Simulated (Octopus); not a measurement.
# Pb (Fm-3m) in Octopus: reference runs

Aim: a first look at Pb with PBEsol, on the cell as given and on a disturbed one.

Program: Octopus 16.4. These are calculated values, not measurements. Logs are shortened: lines on timing, memory, paths and dates and some standing lists are left out, and cuts for length are marked.

### 1 The crystal as given

Symmetry: Fm-3m, No. 225, cubic system. Conventional cell: a = 4.950 Å, b = 4.950 Å, c = 4.950 Å, α = 90.00°, β = 90.00°, γ = 90.00°. Around Pb (site symmetry m-3m) lie 12 Pb at 3.50 Å.

### 2 Single point, PBEsol

The input, inp:

```
CalculationMode = gs
UnitsOutput = eV_Angstrom
PeriodicDimensions = 3
ExperimentalFeatures = yes
PseudopotentialSet = pseudodojo_pbesol
%LatticeParameters
 1*angstrom | 1*angstrom | 1*angstrom
%
%LatticeVectors
 0 | 2.47502 | 2.47502
 2.47502 | 0 | 2.47502
 2.47502 | 2.47502 | 0
%
%ReducedCoordinates
 "Pb" | 0 | 0 | 0
%
%Spacing
 0.15218291*angstrom | 0.15218291*angstrom | 0.15218291*angstrom
%
DerivativesOrder = 8
%KPointsGrid
 9 | 9 | 9
%
KPointsUseSymmetries = yes
XCFunctional = gga_x_pbe_sol + gga_c_pbe_sol
SmearingFunction = fermi_dirac
Smearing = 0.05*eV
ExtraStates = 5
Eigensolver = chebyshev_filter
ConvRelDens = 3e-7
MaximumIter = 120
```

Potentials or basis: pseudodojo_pbesol (PseudoDojo 0.4, PBEsol).

The run is started by

```console
$ OMP_NUM_THREADS=1 octopus > out.log
```

out.log:

```text
Running octopus

[... 13 lines left out ...]

Input: [AllElectronType = no]
Input: [PseudopotentialSet = pseudodojo_pbesol]
Reading Coordinates from ReducedCoordinates block

****************************** Species *******************************
  Species 'Pb'
    type             : pseudopotential
    file             : 'Pb.upf'
    file format      : UPF2
    valence charge   : 14.0
    atomic number    :  82
    form on file     : kleinman-bylander
    lmax             : 2
    llocal           : -1
    projectors per l : 2
    total projectors : 6
    application form : kleinman-bylander
    orbitals         :  9
    bound orbitals   :  9

**********************************************************************

***************************** Symmetries *****************************
Space group No.  225
International: Fm-3m
Schoenflies: Oh^5
Info: The system has    48 symmorphic symmetries that can be used.
  Index                Rotation matrix                      Fractional translations
    1 :     1   0   0     0   1   0     0   0   1      0.000000    0.000000    0.000000
    2 :    -1   0   0     0  -1   0     0   0  -1      0.000000    0.000000    0.000000
    3 :     1   0  -1     1   0   0     1  -1   0      0.000000    0.000000    0.000000
    4 :    -1   0   1    -1   0   0    -1   1   0      0.000000    0.000000    0.000000
    5 :     0   1  -1     1   0  -1     0   0  -1      0.000000    0.000000    0.000000
    6 :     0  -1   1    -1   0   1     0   0   1      0.000000    0.000000    0.000000
[... 40 lines left out ...]
   47 :     0   1  -1    -1   1   0     0   1   0      0.000000    0.000000    0.000000
   48 :     0  -1   1     1  -1   0     0  -1   0      0.000000    0.000000    0.000000
Info: The system also has     0 nonsymmorphic symmetries (not used for electrons).
**********************************************************************

Input: [CurvMethod = curv_affine]
Input: [DerivativesStencil = stencil_stargeneral]

****************************** Lattice *******************************
  Lattice Vectors [A]
[... 206 lines left out ...]
      1      33      -10.106316    2.000000   ( 2.0E-03)
      1      30      -10.087239    2.000000   ( 1.0E-03)
      1      21      -10.075443    2.000000   ( 4.7E-04)
      1      14      -10.073885    2.000000   ( 9.2E-04)
[... 23 lines left out ...]
     12      30       23.831758    0.000000   ( 8.1E-02)
     12      25       24.003534    0.000000   ( 1.4E-01)
     12      10       24.290196    0.000000   ( 8.0E-02)
     12      33       25.453355    0.000000   ( 1.1E-01)
     12      29       25.584985    0.000000   ( 1.3E-01)
     12      35       26.579641    0.000000   ( 9.6E-02)
     12      26       27.205114    0.000000   ( 1.1E-01)
     12      34       27.406044    0.000000   ( 1.2E-01)

Density of states:

-%--------------------------------------------------------------------
%%--------------------------------------------------------------------
%%--------------------------------------------------------------------
%%--------------------------------------------------------------------
%%--------------------------------------------------------------------
%%--------------------------------------------------------------------
%%--------------------------------------------------------------------
%%--------------------------------------------------------------------
%%--------------------------------------------------------------------
%%--------------%%%-------%%%-%-%-%%%-%-%-%-%-%%%%--%%%%%%-%%---------
                               ^

Fermi energy =     6.596537 eV

**********************************************************************

*********************** SCF CYCLE ITER #    2 ************************
 etot  = -1.90883187E+03 abs_ev   =  1.89E+00 rel_ev   =  2.01E-02
 ediff =        1.09E-01 abs_dens =  3.55E-02 rel_dens =  2.53E-03
Matrix vector products: 875
Converged eigenvectors: 0
[... 115 lines left out ...]
*********************** SCF CYCLE ITER #   12 ************************
 etot  = -1.91214955E+03 abs_ev   =  7.54E-05 rel_ev   =  7.82E-07
 ediff =        3.89E-06 abs_dens =  6.58E-07 rel_dens =  4.70E-08
Matrix vector products: 875
Converged eigenvectors: 4

#  State  KPoint  Eigenvalue [eV]  Occupation    Error
      1      34      -10.511797    2.000000   ( 2.8E-08)
      1      35      -10.493313    2.000000   ( 3.1E-08)
      1      26      -10.475893    2.000000   ( 2.7E-08)
      1      29      -10.475609    2.000000   ( 3.1E-08)
      1      33      -10.462031    2.000000   ( 4.2E-08)
      1      30      -10.444383    2.000000   ( 3.2E-08)
      1      21      -10.432244    2.000000   ( 1.0E-07)
      1      14      -10.431041    2.000000   ( 6.5E-08)
[... 23 lines left out ...]
     12      14       22.461768    0.000000   ( 5.2E-02)
     12      33       22.887551    0.000000   ( 3.0E-02)
     12      30       23.182528    0.000000   ( 2.9E-02)
     12      10       23.629549    0.000000   ( 3.2E-02)
     12      29       24.251998    0.000000   ( 5.5E-02)
     12      26       25.235240    0.000000   ( 5.1E-02)
     12      35       25.333129    0.000000   ( 4.3E-02)
     12      34       25.871211    0.000000   ( 2.1E-02)

Density of states:

-%--------------------------------------------------------------------
%%--------------------------------------------------------------------
%%--------------------------------------------------------------------
%%--------------------------------------------------------------------
%%--------------------------------------------------------------------
%%--------------------------------------------------------------------
%%--------------------------------------------------------------------
%%--------------------------------------------------------------------
%%--------------------------------------------------------------------
%%---------------%%%--------%%-%%-%%%%%%%-%-%-%-%%%--%%%%-%-%---------
                                ^

Fermi energy =     6.514543 eV

**********************************************************************

Info: SCF converged in   12 iterations

** Warning:
**   Some of the states are not fully converged!

Info: Number of matrix-vector products:      10500
Info: Finished writing information to 'restart/gs'.

Octopus emitted 16 warnings.
```

static/info:

```text
**

********************** Brillouin zone sampling ***********************
Dimensions of the k-point grid      =  9  9  9
Total number of k-points            = 729
Number of symmetry-reduced k-points = 35

[... 537 lines left out ...]
      abs_energy =  1.05869846E-04 ( 0.00000000E+00) [eV]
      rel_energy =  5.53669305E-08 ( 0.00000000E+00)
      abs_dens =  6.57854959E-07 ( 0.00000000E+00)
      rel_dens =  4.69896399E-08 ( 3.00000000E-07)
      abs_evsum =  7.53909493E-05 ( 0.00000000E+00) [eV]
      rel_evsum =  7.82003317E-07 ( 0.00000000E+00)

Forces on the ions [eV/A]
 Ion                        x              y              z
   1        Pb   0.00000000E+00   0.00000000E+00   0.00000000E+00
 ----------------------------------------------------------
 Max abs force   0.00000000E+00   0.00000000E+00   0.00000000E+00
   Total force   0.00000000E+00   0.00000000E+00   0.00000000E+00
```

It took 86 s on 1 thread of Arm Neoverse V2, shared host; peak memory 0.42 GiB.

Results:

```yaml
Free_energy: -1912.1527 eV
Band_gap_on_the_k_mesh: none (metal or under the smearing width)
```

Levels at points of the mesh, in eV from the Fermi level:
| k point | band 3 | band 4 | band 5 | band 6 | band 7 | band 8 | band 9 | band 10 | band 11 | band 12 |
| --- | --- | --- | --- | --- | --- | --- | --- | --- | --- | --- |
| (0.00, 0.00, 0.00) | -16.87 | -16.73 | -16.73 | -11.62 | 7.57 | 7.57 | 7.57 | 10.23 | 11.44 | 12.63 |

### 3 Single point, PBEsol (cell strained at random at fixed volume)

Edit inp of step 2 so:

```diff
@@ -9,11 +9,11 @@
 %LatticeVectors
- 0 | 2.47502 | 2.47502
- 2.47502 | 0 | 2.47502
- 2.47502 | 2.47502 | 0
+ -0.006963 | 2.469684 | 2.448429
+ 2.447587 | -0.026983 | 2.468449
+ 2.453824 | 2.495941 | -0.03322
 %
 %ReducedCoordinates
- "Pb" | 0 | 0 | 0
+ "Pb" | -0.012365 | 0.007087 | 0.01656
 %
 %Spacing
- 0.15218291*angstrom | 0.15218291*angstrom | 0.15218291*angstrom
+ 0.15120307*angstrom | 0.15114341*angstrom | 0.15218681*angstrom
 %
```

Potentials or basis: pseudodojo_pbesol (PseudoDojo 0.4, PBEsol).

The run is started by

```console
$ OMP_NUM_THREADS=1 octopus > out.log
```

out.log:

```text
Running octopus

[... 13 lines left out ...]

Input: [AllElectronType = no]
Input: [PseudopotentialSet = pseudodojo_pbesol]
Reading Coordinates from ReducedCoordinates block

****************************** Species *******************************
  Species 'Pb'
    type             : pseudopotential
    file             : 'Pb.upf'
    file format      : UPF2
    valence charge   : 14.0
    atomic number    :  82
    form on file     : kleinman-bylander
    lmax             : 2
    llocal           : -1
    projectors per l : 2
    total projectors : 6
    application form : kleinman-bylander
    orbitals         :  9
    bound orbitals   :  9

**********************************************************************

***************************** Symmetries *****************************
Space group No.    2
International: P-1
Schoenflies: Ci^1
Info: The system has     1 symmorphic symmetries that can be used.
  Index                Rotation matrix                      Fractional translations
    1 :     1   0   0     0   1   0     0   0   1      0.000000    0.000000    0.000000
Info: The system also has     1 nonsymmorphic symmetries (not used for electrons).
    1 :    -1   0   0     0  -1   0     0   0  -1     -0.024730    0.014174    0.033120
**********************************************************************

[... 574 lines left out ...]
%%--------------------------------------------------------------------
%%--------------------------------------------------------------------
%%--------------------------------------------------------------------
%%--------------------------------------------------------------------
%%--------------------------------------------------------------------
%%--------------------------------------------------------------------
%%--------------------------------------------------------------------
%%--------------------------------------------------------------------
%%--------------%%-------%%%-%-%%%%%%%%%%%-%%%%%-%%%%%%%%-------------
                              ^

Fermi energy =     6.608768 eV

**********************************************************************

*********************** SCF CYCLE ITER #    2 ************************
 etot  = -1.90883739E+03 abs_ev   =  1.89E+00 rel_ev   =  2.00E-02
 ediff =        1.09E-01 abs_dens =  3.45E-02 rel_dens =  2.46E-03
Matrix vector products: 9125
Converged eigenvectors: 0
[... 115 lines left out ...]
*********************** SCF CYCLE ITER #   12 ************************
 etot  = -1.91215141E+03 abs_ev   =  3.95E-05 rel_ev   =  4.10E-07
 ediff =        2.18E-06 abs_dens =  4.65E-07 rel_dens =  3.32E-08
Matrix vector products: 9125
Converged eigenvectors: 0

#  State  KPoint  Eigenvalue [eV]  Occupation    Error
      1     310      -10.518362    2.000000   ( 4.2E-08)
      1     308      -10.511754    2.000000   ( 4.2E-08)
      1     312      -10.508387    2.000000   ( 4.2E-08)
      1     311      -10.500258    2.000000   ( 4.2E-08)
      1     324      -10.497989    2.000000   ( 4.2E-08)
      1     313      -10.494405    2.000000   ( 4.4E-08)
      1     309      -10.493366    2.000000   ( 4.3E-08)
      1     317      -10.493247    2.000000   ( 4.2E-08)
[... 23 lines left out ...]
     12     164       25.060843    0.000000   ( 2.7E-02)
     12     313       25.116035    0.000000   ( 2.2E-02)
     12     324       25.142604    0.000000   ( 2.1E-02)
     12     311       25.579676    0.000000   ( 2.6E-02)
     12     321       25.684613    0.000000   ( 2.7E-02)
     12     312       25.706946    0.000000   ( 1.6E-02)
     12     308       25.918913    0.000000   ( 2.3E-02)
     12     310       26.184905    0.000000   ( 3.3E-02)

Density of states:

-%--------------------------------------------------------------------
%%--------------------------------------------------------------------
%%--------------------------------------------------------------------
%%--------------------------------------------------------------------
%%--------------------------------------------------------------------
%%--------------------------------------------------------------------
%%--------------------------------------------------------------------
%%--------------------------------------------------------------------
%%--------------------------------------------------------------------
%%---------------%-%--------%%-%--%%%%%%%%%%%-%%%%--%%%%%%-%----------
                                ^

Fermi energy =     6.519590 eV

**********************************************************************

Info: SCF converged in   12 iterations

** Warning:
**   Some of the states are not fully converged!

Info: Number of matrix-vector products:     109500
Info: Finished writing information to 'restart/gs'.

Octopus emitted 3 warnings.
```

static/info:

```text
**

********************** Brillouin zone sampling ***********************
Dimensions of the k-point grid      =  9  9  9
Total number of k-points            = 729
Number of symmetry-reduced k-points = 365

List of k-points:
      ik         k_x         k_y         k_z      Weight
[... 4918 lines left out ...]
   7   --     4.589449       2.000000
   8   --     7.118962       0.000012
   9   --     8.738605       0.000000
  10   --    15.041323       0.000000
  11   --    17.837637       0.000000
  12   --    20.150115       0.000000
#k =     350, k = (  0.444444,  0.444444,  0.333333)
   1   --   -10.381030       2.000000
   2   --   -10.333566       2.000000
   3   --   -10.296310       2.000000
   4   --   -10.134653       2.000000
   5   --   -10.070512       2.000000
   6   --    -1.859118       2.000000
   7   --     3.705839       2.000000
   8   --    10.787408       0.000000
   9   --    11.384406
```

Run time: 14 min. Hardware: 1 thread of Arm Neoverse V2, shared host; peak memory 3.7 GiB.

What came out:

| Quantity | Value |
| --- | --- |
| Free energy | -1912.1546 eV |
| Band gap on the k mesh | none (metal or under the smearing width) |

Spin-orbit coupling is left out, which matters for the levels of Pb.
